How can six approximations to the same theory disagree by more than half about the volume of solid boron? For a close-packed metal such as aluminium, changing the functional usually moves the volume by only a few per cent, because every bond responds a little. Here the local density approximation (LDA) gives 8.62 Å³ per atom and the gradient-corrected functional revPBE gives 13.80 Å³. A disagreement of that size suggests that the functionals differ over something other than the strength of the boron–boron bond.

Boron relaxed within the symmetry of the dhcp structure, computed with Ansatz 0.2.0 (DFT without spin polarisation, plane waves, scalar-relativistic PAW datasets made for PBE). The cutoff is 420 eV and the Fermi-Dirac smearing width 0.1 eV. Volume and bulk modulus come from a third-order Birch-Murnaghan fit to seven uniform scalings of the cell.

| functional | k mesh | volume per atom (Å³) | bulk modulus (GPa) | c over a |
| --- | --- | --- | --- | --- |
| LDA | 24×24×3 | 8.62 | 202 | 8.18 |
| PBEsol | 23×23×3 | 9.02 | 194 | 8.38 |
| PBE | 23×23×2 | 11.56 | 149 | 10.69 |
| revPBE | 23×23×2 | 13.80 | 122 | 12.60 |
| RPBE | 23×23×2 | 13.58 | 124 | 12.36 |
| BLYP | 23×23×2 | 13.47 | 123 | 12.41 |

The column "c over a" shows what it is. This is the height of the hexagonal cell divided by its edge in the plane, and for four close-packed layers of spheres it should be 3.27. The smallest value in the table is 2.5 times as large. The cells have kept the stacking order and the symmetry of the dhcp structure, but in no row is the solid close-packed. The name describes where the relaxation started, not where it ended.

Simple geometry turns the table into distances. Each layer is a flat triangular net with one atom per cell, so the volume per atom is $V=\tfrac{\sqrt3}{2}a^2d$, where $a$ is the distance between neighbours in the net and $d=c/4$ is the spacing of the layers. From LDA to revPBE, $a$ grows by 1.3% and $d$ by 56%. The functionals nearly agree about the bonds and disagree about the empty space between the sheets.

That boron should form such sheets fits its chemistry. It has three valence electrons for four valence orbitals, too few for an ordinary pair bond to every neighbour, so it shares electrons over several centres and gains most from short contacts. In its stable forms it builds cages, which the symmetry imposed here forbids. A flat net with six neighbours at about 1.7 Å is a way to keep short bonds within that symmetry. Whether the net would buckle if it were released has not been tested.

The first two rows, LDA and PBEsol, look healthy. Their layers lie about 3.5 Å apart, and in LDA the spacing is held by a real restoring force. When the cell is enlarged so that the spacing grows by 1.4%, the stress along the stacking axis changes by 0.35 GPa. That is weak beside the 13 GPa by which the stress in the plane changes in the same step, but it is enough to define an equilibrium. A small pull along the axis remains at the reference volume, so even the LDA spacing is settled only to within a few per cent.

A defined spacing need not be a correct one. Real sheets whose electron clouds barely overlap attract each other by dispersion: a momentary fluctuation of charge in one sheet polarises the other. LDA computes the exchange–correlation energy at each point from the density at that point and contains no such long-range correlation. It binds layers because its exchange energy favours weakly overlapping densities too much. One error stands in for another, and the table offers no measured spacing by which to judge how well they cancel.

In the PBE row the spacing jumps to 4.57 Å, although the bond length in the plane is almost that of PBEsol. The cause, theory argues, lies in how exchange depends on the density gradient. In the thin outer density of a sheet the gradient is large relative to the density, and a gradient-corrected functional lowers the exchange energy there. When two sheets approach, their tails fill the gap, the relative gradient falls and part of this gain is lost, which acts as a repulsion. PBEsol uses a weak gradient dependence and stays near LDA; PBE uses a stronger one and loses most of the false attraction.

The PBE spacing is also less settled than its decimals suggest. Between the smallest and the largest of the seven volumes the spacing changes by 8.4%, yet the stresses along the stacking axis differ by only about 0.03 GPa (the output below leaves out the largest volume and so gives 7% and 0.02 GPa). They amount to a small steady pull that would draw the sheets together, at most 3.5 meV/Å per atom. Why the relaxation stopped there is not shown; a larger stress in the plane was left as well. The value of 4.57 Å is then a point on a gentle slope, and not the bottom of a well. The pull is still there at 4.39 Å, the smallest spacing for which a stress is available. The PBE minimum therefore probably lies closer in, and part of the jump from PBEsol is then due to an unfinished relaxation. The k mesh also changes between these two rows, from three points along the axis to two, and the effect of that was not tested.

The last three rows, revPBE, RPBE and BLYP, have exchange that is strengthened still more by the gradient, and their layers stand more than 5 Å apart. The step that changed the stress along the stacking axis by 0.35 GPa in LDA changes it by 0.014 GPa in RPBE and 0.006 GPa in BLYP. At such distances the densities hardly overlap, and a functional that sees only the local density and its gradient has almost nothing left to act on. In revPBE and BLYP the available stresses push the sheets apart at every volume, so no equilibrium spacing is shown. In RPBE the stress passes through zero close to the tabulated volume, but so slowly that the spacing is barely fixed. The order of these three volumes therefore carries no physical information.

One might suspect the atomic datasets, which were made for PBE and do not match the other functionals. They describe the region near the nuclei, however, and an error there should show first in the short bonds, which hardly change. The pattern of the table points to the gap between the layers. Adding a dispersion correction would show whether the missing attraction is what leaves the wide gaps open, and changing only the exchange part of the functional would test the role of the gradient.

The bulk modulus column holds a second failure, this time of interpretation. From LDA to revPBE the value falls by 40%, as if boron had become much softer. But the cells were compressed and stretched at fixed shape, so that bonds and gaps changed by the same percentage. In LDA, 98.7% of the resulting pressure change comes from stress in the plane. The number measures the stiffness of the sheets, divided over a volume that includes the empty gaps.

This can be put into a formula without any fitted constant. Let the energy per atom $E$ depend only on the area per atom in the sheet, $A=V/d$. At fixed shape $A$ varies as $V^{2/3}$, so $dA/dV=2A/(3V)$. Inserting this into the bulk modulus $B=V\,d^2E/dV^2$ at the energy minimum gives

$$B=\frac{4}{9}\,\frac{K}{d},\qquad K=A\,\frac{d^2E}{dA^2},$$

where $K$ is the resistance of a single sheet to a change of area. If $K$ is the same for every functional, $B$ falls as one over the layer spacing.

For revPBE, starting from the LDA row, the estimate is $202\times3.466/5.407\approx130$ GPa, against a computed 122 GPa. The wider gap thus explains most of the apparent softening. Across the five rows other than the LDA reference, the estimate is too high by between 1% and 7% of the computed value, as the output below shows. In the widely spaced rows, most of that remainder comes from the sheets themselves, which are slightly softer than in LDA.

Under true hydrostatic pressure such a solid would behave quite differently. The gaps would close first, while the bonds would hardly notice. For LDA, a stress change of 0.35 GPa for 1.4% in spacing suggests a resistance of a few tens of GPa along the stacking axis (only roughly, since the same step stretches the sheets too), far below the tabulated 202 GPa. For the widely spaced rows it would be lower still. The tabulated modulus should not be compared with a compression experiment.

Graphite, the neighbouring case one column to the right in the periodic table, shows the same weakness: LDA holds its layers together, whereas gradient-corrected functionals without dispersion bind them too weakly or not at all. The difference is that graphite is treated as a layered solid from the start, while the label "dhcp" hides the layers here. In electronic devices the point matters for stacks of layered channel materials and their contacts, where the computed gap affects how electrons pass between sheets. It says nothing about boron as a dopant in silicon, where the atom sits in a covalent network.

The practical rule is to convert volume and c/a into distances before reading a volume or a bulk modulus as a property of bonds. If one distance stays fixed while another follows the functional, the next thing to inspect is the stress along the direction that moves. Where that stress barely responds to a change in spacing, the functional has not determined the structure, however many decimals the volume carries.

Printed output of the fit:

```
Ideal c/a of close-packed dhcp: 3.266
Smallest c/a in the table divided by the ideal value: 2.505
Geometry from volume and c/a:
     row  in-plane B-B distance in Å  layer spacing in Å  shortest B-B distance between layers in Å
     LDA                       1.695               3.466                                      3.601
  PBEsol                       1.707               3.576                                      3.709
     PBE                       1.709               4.568                                      4.674
  revPBE                       1.717               5.407                                      5.497
    RPBE                       1.718                5.31                                      5.402
    BLYP                       1.711                5.31                                      5.401
Volume change from LDA to revPBE in %: 60.09
In-plane distance change from LDA to revPBE in %: 1.294
Layer spacing change from LDA to revPBE in %: 56.03
Bulk modulus change from LDA to revPBE in %: -39.6
Spread of layer spacing among revPBE and RPBE and BLYP in Å: 0.09751
Spacing increase when the volume factor goes from 0.96 to 1.00 in %: 1.37
LDA drop of stress along c in that step in GPa: 0.3501
RPBE drop of stress along c in that step in GPa: 0.01379
BLYP drop of stress along c in that step in GPa: 0.00587
LDA drop of in-plane stress in that step in GPa: 13
In-plane share of the LDA pressure drop in that step in %: 98.67
PBE spacing increase from factor 0.88 to 1.08 in %: 7.065
PBE spread of the printed stresses along c over that range in GPa: 0.01801
Largest printed PBE pull along c as a force in meV/Å per atom: 3.505
Bulk modulus from the LDA value and the spacing alone:
     row  estimate in GPa  computed in GPa  estimate too high by %
     LDA              202              202                       0
  PBEsol            195.8              194                  0.9228
     PBE            153.2              149                   2.849
  revPBE            129.5              122                   6.118
    RPBE            131.8              124                   6.322
    BLYP            131.8              123                   7.188
```
